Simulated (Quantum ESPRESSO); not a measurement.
# InP: dielectric tensor with LDA

**Measured values to compare with.**

A printed reference work, textbook reports, for a bulk crystal of InP at 300 K: high-frequency dielectric constant 9.61.

The system is InP.

```xyz
2
Lattice="0.0000 2.9305 2.9305 2.9305 0.0000 2.9305 2.9305 2.9305 0.0000" Properties=species:S:1:pos:R:3 pbc="T T T"
In    0.0000    0.0000    0.0000
P     4.3957    4.3957    4.3957
```

| Quantity | Value |
| --- | --- |
| Program | Quantum ESPRESSO 7.5 |
| Task | dielectric tensor |
| Functional | LDA |
| Potentials or basis | GBRV 1.5 LDA |
| Cutoff | 762 eV |
| Density cutoff | 6095 eV |
| k mesh | 8 × 8 × 8, shifted |
| Occupations | fermi-dirac, width 0.05 eV |
| Spin | no spin polarisation |
| Form of the LDA correlation | PZ81 |
| Mixing beta | 0.5 |
| Most SCF iterations | 120 |
| SCF threshold | 4e-10 Ry |

| Quantity | Value |
| --- | --- |
| Pressure | -1.4 GPa |
| Electronic dielectric tensor (diagonal) | 11.95 |
| Born charges (mean of the diagonal) | In +2.50; P -2.50 e |

Levels at points of the mesh, in eV from the valence-band top:
```
           k point  band 7  band 8  band 9  band 10  band 11  band 12
(0.06, 0.06, 0.06)   -0.63    0.00    0.00     1.05     4.00     4.07
```

Electronic dielectric tensor:
```
11.95  0.00  0.00
 0.00 11.95  0.00
 0.00  0.00 11.95
```

Born effective charge tensors (e):
atom 1, In
```
2.50 0.00 0.00
0.00 2.50 0.00
0.00 0.00 2.50
```
atom 2, P
```
-2.50  0.00  0.00
 0.00 -2.50  0.00
 0.00  0.00 -2.50
```

Run time: 7.8 min on 1 thread of Arm Neoverse V1, with other jobs on the host, peak memory 0.25 GiB.

Against the measured high-frequency dielectric constant of InP, 9.61 (300 K; a printed reference work, textbook), the calculated 11.95 is off by +24.3 %.

Caveat: the gap on the mesh is small and may close between mesh points, in which case fixed occupations spoil the response.
